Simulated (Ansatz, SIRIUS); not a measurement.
This is a calculation of Ga for Ansatz 0.2.0. Atoms were shifted at random by some hundredths of an Å from the given cell, which wasn't relaxed again for these runs. This isn't the form of Ga at room conditions, which is orthorhombic.

File input.yaml:

```yaml
crystal:
  lattice:
    - [1.45, -4.065, 0.0]
    - [1.45, 4.065, 0.0]
    - [0.0, 0.0, 3.17]
  atoms:
    - { symbol: Ga, position: [0.142651, 0.88362, 0.752161] }
    - { symbol: Ga, position: [0.86304, 0.146187, 0.261977] }
hamiltonian:
  xc: pbesol
  pseudopotentials: { kind: paw }
kpoints:
  mp_grid: { grid: [10, 10, 8] }
scf:
  occupations: { method: fermi_dirac, width: 0.05 }
output:
  forces: true
  stress: true
  eigenvalues: true
  write_density: true
  write_potential: true
  elf: true
  volumetric_format: npy
```

Potentials or basis: Ansatz PAW.

The run is started by

```sh
$ ansatz run input.yaml --threads 1 --pin off --max-ram 3584MiB --backend cpu --events-out ev --progress --plain --runs-dir out
```

Set up the same calculation for SIRIUS 7.10.0. Potentials or basis there: PseudoDojo 0.4.1 PBEsol standard (scalar relativistic), cutoff 1102 eV.

As run (cutoffs and basis follow the program's own potentials, and thresholds, step limits or extra output files can differ):

sirius.json

```json
{
  "control": {
    "processing_unit": "cpu",
    "verbosity": 2,
    "num_bands_to_print": 21,
    "print_forces": true,
    "print_stress": true
  },
  "parameters": {
    "electronic_structure_method": "pseudopotential",
    "xc_functionals": ["XC_GGA_X_PBE_SOL", "XC_GGA_C_PBE_SOL"],
    "gk_cutoff": 9.0,
    "pw_cutoff": 18.0,
    "ngridk": [10, 10, 8],
    "shiftk": [0, 0, 0],
    "smearing": "fermi_dirac",
    "smearing_width": 0.0018374661,
    "num_bands": 21,
    "num_mag_dims": 0,
    "num_dft_iter": 100,
    "energy_tol": 1e-08,
    "density_tol": 1e-06
  },
  "iterative_solver": {
    "type": "davidson",
    "min_tolerance": 1e-09,
    "tolerance_scale": [0.1, 0.25]
  },
  "mixer": {
    "type": "anderson",
    "beta": 0.7,
    "max_history": 8
  },
  "settings": {
    "tol_ne": 1e-10,
    "pseudo_grid_cutoff": 6.5
  },
  "unit_cell": {
    "lattice_vectors": [
      [2.740102880707, -7.681736696604, 0.0],
      [2.740102880707, 7.681736696604, 0.0],
      [0.0, 0.0, 5.990431815064]
    ],
    "atom_coordinate_units": "lattice",
    "atom_types": ["Ga"],
    "atom_files": {
      "Ga": "Ga.json"
    },
    "atoms": {
      "Ga": [
        [0.142651, 0.88362, 0.752161],
        [0.86304, 0.146187, 0.261977]
      ]
    }
  }
}
```

Potentials or basis: PseudoDojo 0.4.1 PBEsol standard (scalar relativistic).

Command:

```sh
$ upf_to_json Ga.upf
$ OMP_NUM_THREADS=1 sirius.scf --input=sirius.json --output=out.json --task=0
```

Both were run:

|  | Ansatz | SIRIUS |
| --- | --- | --- |
| Pressure | -2.1 GPa | -2.0 GPa |
| Largest force | 0.058 eV/Å | 0.057 eV/Å |

Ansatz's pressure holds a Pulay term of +0.04 GPa for its cutoff of 420 eV, which the other run lacks.

Ansatz's potentials were made for PBE.

Where Ansatz's input types no cutoff or centring, it takes its own default and a Γ-centred mesh.

The undisturbed cell isn't at this level's minimum, so the move can lower the energy.

Pressure is positive in compression.
